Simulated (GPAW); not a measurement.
Write an ASE script for GPAW 26.7.0 that does the following.

| Quantity | Value |
| --- | --- |
| Task | single point |
| Functional | PBE |
| Potentials or basis | GPAW PAW data sets (gpaw-data 1.2.1) |
| Cutoff | 600 eV |
| Basis | pw |
| k mesh | 8 × 8 × 8 |
| Occupations | gaussian, width 0.026 eV |
| Spin | no spin polarisation |
| Maxiter | 150 |

The structure of GaSb lies in POSCAR:

```
GaSb
1.0
    0.0000000000      3.0590000000      3.0590000000
    3.0590000000      0.0000000000      3.0590000000
    3.0590000000      3.0590000000      0.0000000000
Sb Ga
1 1
Direct
    0.7500000000      0.7500000000      0.7500000000
    0.0000000000      0.0000000000      0.0000000000
```

The input as run:

run.py

```python
from ase.dft.bandgap import bandgap
from ase.io import read, write
from ase.units import GPa
from gpaw import GPAW, PW

atoms = read('POSCAR')

calc = GPAW(mode=PW(600),
            xc='PBE',
            kpts={'size': (8, 8, 8), 'gamma': True},
            occupations={'name': 'methfessel-paxton', 'order': 0, 'width': 0.026000000000000002},
            nbands=18,
            convergence={'density': 1e-05, 'energy': 1e-05},
            maxiter=150,
            txt='gpaw.txt')
atoms.calc = calc
energy = atoms.get_potential_energy()
forces = atoms.get_forces()
stress = atoms.get_stress()
calc.write('gs.gpw')
write('result.traj', atoms)
print(f'Energy: {energy:.6f} eV')
print('Forces (eV/A):')
print(forces.round(4))
print('Stress (GPa):', (stress / GPa).round(3))
print('Fermi level:', round(calc.get_fermi_level(), 4), 'eV')
print(f'Gap: {bandgap(calc)[0]:.4f} eV, direct: {bandgap(calc, direct=True)[0]:.4f} eV')
```

Potentials or basis: GPAW PAW data sets (gpaw-data 1.2.1), pw.

Command:

```bash
$ OMP_NUM_THREADS=1 python run.py
```

It gave:

```yaml
Pressure: 2.3 GPa
Band_gap_on_the_k_mesh: 0.09 eV, direct
```

Caveat: spin-orbit coupling is left out, which moves the levels of the heavy elements.

It took 12 s on 1 thread of Arm Neoverse V2, on a shared host, peak memory 0.17 GiB.
